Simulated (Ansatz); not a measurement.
# Relaxing I

The calculation used Ansatz, DFT PBE, scalar-relativistic, plane waves, PAW. Cutoff 420 eV, Γ-centred k mesh, Gaussian smearing, no spin polarisation in the final step.

The start is a database structure of I, space group Cmce (No. 64).

```
CELL_PARAMETERS angstrom
3.62750 -2.39750 0.00000
3.62750 2.39750 0.00000
0.00000 0.00000 9.78000
ATOMIC_POSITIONS crystal
I 0.85000 0.15000 0.11700
I 0.65000 0.35000 0.61700
I 0.15000 0.85000 0.88300
I 0.35000 0.65000 0.38300
```

Steps on the 4×4×2 mesh (4 atoms). 7 of 7 steps are shown, and the free energy counts from the last. Trial steps that were taken back and renewals of the plane-wave basis can be among the rows.

```
step  ΔF (meV/atom) V (Å³/atom) P (GPa) largest force component (eV/Å)
   1           40.1        42.53     1.44                           0.557
   2           16.5        44.25     0.47                           0.079
   3            8.1        45.49    -0.03                           0.056
   4            3.5        46.87    -0.03                           0.044
   5            7.2        48.32    -0.22                           0.062
   6            2.2        47.55     0.00                           0.016
   7            0.0        47.55     0.10                           0.016
```

Steps on the 8×8×4 mesh (4 atoms). 7 of 10 steps are shown, and the free energy counts from the last.

```
step  ΔF (meV/atom) V (Å³/atom) P (GPa) largest force component (eV/Å)
   1            2.8        47.55     0.08                           0.034
   2            2.1        47.71     0.02                           0.024
   3            1.2        48.24     0.06                           0.015
   4            0.7        49.07     0.05                           0.015
   5            2.1        50.88    -0.24                           0.059
   6            0.4        49.71     0.04                           0.008
  10            0.0        51.01     0.01                           0.003
```

A final relaxation ran on a 8×8×4 mesh. The relaxed crystal, Cmce (No. 64):

```
I
1.0
     4.49437   -2.31569    0.00000
     4.49437    2.31569    0.00000
     0.00000    0.00000    9.80298
I
4
Direct
  0.84034 0.15966 0.12200
  0.65966 0.34034 0.62200
  0.15966 0.84034 0.87800
  0.34034 0.65966 0.37800
```

For I, the volume per atom is 51.0 Å³ and the density is 4.1 g/cm³. The gap on the 8×8×4 mesh is 1.03 eV.

The final run used a 8×8×4 mesh on its 4-atom cell and 0.02 eV smearing. No dispersion correction is applied, so the spacing between layers, chains or molecules is poorly fixed, and with it the volume and density. Spin–orbit coupling is left out.

Symmetry constrained the relaxation, so the result can be a saddle point.